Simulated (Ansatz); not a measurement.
**Si (I4_1/amd): compression over a wide range**

Aim: energy and pressure of Si (I4_1/amd) over a wide range of volumes, and a fit.

Computed with Ansatz 0.2.0 (DFT PBE, scalar-relativistic, plane waves, PAW, unless a step's input says otherwise).

## Step 1: The starting structure

The structure is tetragonal, space group I4_1/amd (No. 141). The conventional cell has a = 4.808 Å, b = 4.808 Å, c = 2.655 Å, α = 90.00°, β = 90.00°, γ = 90.00°. Si (site symmetry -4m2) is surrounded by 6 Si at 2.49 to 2.66 Å.

Structure file:

```cif
data_structure
_symmetry_space_group_name_H-M 'I4_1/amd:1'
_symmetry_Int_Tables_number 141
_cell_length_a 4.8077
_cell_length_b 4.8077
_cell_length_c 2.6552
_cell_angle_alpha 90.000
_cell_angle_beta 90.000
_cell_angle_gamma 90.000
_cell_volume 61.37
loop_
_atom_site_label
_atom_site_type_symbol
_atom_site_symmetry_multiplicity
_atom_site_Wyckoff_symbol
_atom_site_fract_x
_atom_site_fract_y
_atom_site_fract_z
_atom_site_occupancy
Si1 Si 4 b 0.00000 0.50000 0.75000 1
```

An earlier run at PBE left this cell at 15.343 Å³/atom and 0.01 GPa (20×20×20 mesh).

## Step 2: Volume × 0.96

input.yaml

```yaml
crystal:
  lattice:
    - [-2.3713528987, 2.3713528987, 1.309674241]
    - [2.3713528987, -2.3713528987, 1.309674241]
    - [2.3713528987, 2.3713528987, -1.309674241]
  atoms:
    - { symbol: Si, position: [0.25, 0.75, 0.5] }
    - { symbol: Si, position: [0.5, 0.5, 0.0] }
basis:
  ecutwfc: 420
  ecutrho_ratio: 4
kpoints:
  mp_grid: { grid: [20, 20, 20] }
hamiltonian:
  xc: pbe
scf:
  occupations: { method: gaussian, width: 0.05 }
output:
  forces: true
  stress: true
  eigenvalues: true
relax:
  f_tol: 0.01
  max_steps: 40
  cell: { stress_tol: 0.1, fix: [volume] }
```

Launch:

```bash
ansatz run input.yaml --threads 1 --pin off --max-ram 2560MiB --backend cpu --events-out ev --progress --plain --runs-dir out
```

The runs that follow: Volume × 1.04; Volume × 0.92; Volume × 0.88; Volume × 0.84; Volume × 0.8; Volume × 0.76; Volume × 0.72; Volume × 0.68; Volume × 0.64.

Q: Predict the outcome of this session. Wanted: range of pressure; V0; B0; B0′.

The runs gave:

| quantity | value |
| --- | --- |
| range of pressure | -3.8 to 123.0 GPa |
| V0 (fit) | 15.32 Å³/atom |
| B0 (fit) | 113 GPa |
| B0′ (fit) | 4.01 |

A third-order Birch-Murnaghan fit follows the points with an rms miss of 0.44 meV/atom. The k mesh is not the same at all volumes. Shape and atoms relax at each volume. Other structures may be lower in enthalpy at these pressures.
